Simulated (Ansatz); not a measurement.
Predict the output of the script below (the Ansatz DFT code, driven from Python).

The script, `xc.py`:
```python
"""Functional comparison for Se (totals differ with the potentials too)."""

import warnings

import ansatz as az
import numpy as np

warnings.simplefilter("ignore", az.DeckWarning)

vectors = np.array([
    [-1.4038, 1.4038, 1.4038],
    [1.4038, -1.4038, 1.4038],
    [1.4038, 1.4038, -1.4038],
])
se = az.Lattice.of(vectors).atom("Se", [0.0, 0.0, 0.0])

model = se.calculation()
model = model.kpoints(spacing=0.26)
model = model.occupations(az.OccupationsMethod.FERMI_DIRAC, width=0.1)

rows = []
for value in ["r2scan", "revpbe", "blyp", "pbesol", "rpbe"]:
    report = model.functional(value).run(threads=1).report
    rows.append((value, report["free_energy_ev"] / len(report["lattice"]["sites"]), report["n_iterations"], report["n_kpoints"]))

print("  functional   F/atom (eV)    iterations      k-points")
for row in rows:
    print(f"{str(row[0]):>12s}  {row[1]:12.5f}  {row[2]:12d}  {row[3]:12d}")
```

```console
$ python xc.py
  functional   F/atom (eV)    iterations      k-points
      r2scan   -5474.49473             6            84
      revpbe   -5469.76630             6            84
        blyp   -5475.75273             6            84
      pbesol   -5421.23882             6            84
        rpbe   -5471.43653             6            84
```

What to keep in mind:
- BLYP can be off by several per cent in the lattices of metals, and by several GPa in the pressure at a fixed cell.
- For a metal this k-point mesh is coarse: on a finer one energies can move by several to tens of meV an atom and pressures by half a GPa or more, differences at one mesh by less.
- This isn't the structure that Se takes at ambient conditions.
- Total energies of different functionals can't be compared; pressures, moments and gaps at this one structure can.
- Run time: 4.2 s on 1 thread of Arm Neoverse V2, on a shared host, peak memory 0.34 GiB.

(Lines on the test bed's own set-up are left out of the output.)
